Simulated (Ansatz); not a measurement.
`C[O][Ge]([CH3])([OH])[Cl]` + `C[Se]C(C)=O` → `C[O][Ge]([CH3])([Cl])[Se]C` + `CC(=O)O`  (formal exchange of groups at a Ge–O bond)

Calculated with Ansatz (gas phase, PBE0-D4/def2-TZVP geometries, no zero-point term in ΔE). CCSD(T)/CBS adds triple-zeta CCSD(T) − MP2 to the extrapolated MP2 energy (def2 sets, frozen cores). DFT in def2-TZVPP. For Ge, Se outer-core shells are correlated without core-valence functions, which leaves a few kJ/mol of doubt a bond. Scalar relativity is left out up to krypton. One conformer a species, not always the lowest.

`C[O][Ge]([CH3])([OH])[Cl]`:

```xyz
13

C    -1.699    0.050    1.412
O    -1.003   -0.559    0.345
Ge    0.542    0.083   -0.193
C     1.126   -0.938   -1.707
O     0.387    1.801   -0.572
Cl    1.918   -0.015    1.476
H    -1.922    1.102    1.203
H    -1.134   -0.012    2.350
H    -2.642   -0.485    1.541
H     0.442   -0.761   -2.537
H     1.123   -1.998   -1.453
H     2.132   -0.631   -1.992
H     0.729    2.364    0.127
```

`C[Se]C(C)=O`:

```xyz
11

C     1.671    0.163    0.556
Se    1.172   -0.046   -1.311
C    -0.761   -0.167   -1.218
C    -1.407   -0.080    0.133
O    -1.363   -0.306   -2.243
H     2.758    0.245    0.562
H     1.245    1.072    0.976
H     1.378   -0.707    1.140
H    -1.041   -0.876    0.785
H    -1.168    0.873    0.610
H    -2.485   -0.170    0.010
```

`C[O][Ge]([CH3])([Cl])[Se]C`:

```xyz
16

C     1.041    1.781   -1.871
O     0.020    1.769   -0.895
Ge   -0.411    0.280   -0.056
C    -1.989    0.667    0.986
Cl   -0.925   -1.220   -1.544
Se    1.487   -0.471    1.096
C     0.974   -2.351    1.261
H     0.756    1.199   -2.754
H     1.197    2.819   -2.171
H     1.985    1.383   -1.483
H    -1.757    1.459    1.698
H    -2.786    0.991    0.317
H    -2.305   -0.226    1.525
H     0.751   -2.761    0.278
H     0.123   -2.462    1.928
H     1.839   -2.857    1.686
```

`CC(=O)O`:

```xyz
8

C     0.235    0.490   -0.792
C    -0.200   -0.012    0.548
O    -0.608    0.661    1.454
O    -0.083   -1.350    0.638
H     1.275    0.208   -0.972
H    -0.367    0.024   -1.574
H     0.128    1.570   -0.830
H    -0.381   -1.592    1.526
```

```json
{"species": "`C[O][Ge]([CH3])([OH])[Cl]`", "PBE-D4 energy (Eh)": "-2767.52989"}
{"species": "`C[Se]C(C)=O`", "PBE-D4 energy (Eh)": "-2594.19962"}
{"species": "`C[O][Ge]([CH3])([Cl])[Se]C`", "PBE-D4 energy (Eh)": "-5132.81703"}
{"species": "`CC(=O)O`", "PBE-D4 energy (Eh)": "-228.93314"}
```

(1) Work out ΔE.

Largest T1 diagnostic among the species: 0.015.

Results:

(1) ΔE = (-5132.81703) + (-228.93314) − (-2767.52989) − (-2594.19962) = -0.02066 Eh = -0.56 eV. CCSD(T)/CBS gives -0.53 eV.

In def2-TZVPP, CCSD(T) changes the Hartree–Fock value by +0.15 eV (the triples alone add +0.02 eV) and MP2 by +0.15 eV. From PBE to PBE0 (25 % exact exchange), in def2-TZVPP and without D4, ΔE moves by −0.08 eV. The D4 term adds −0.04 eV with B3LYP and −0.03 eV with PBE0; it sums over pairs of atoms, weighted by their polarisabilities, and B3LYP, whose exchange is more repulsive, gets the larger term.

B3LYP here is the variant with VWN-RPA as its local correlation; programs differ in this.
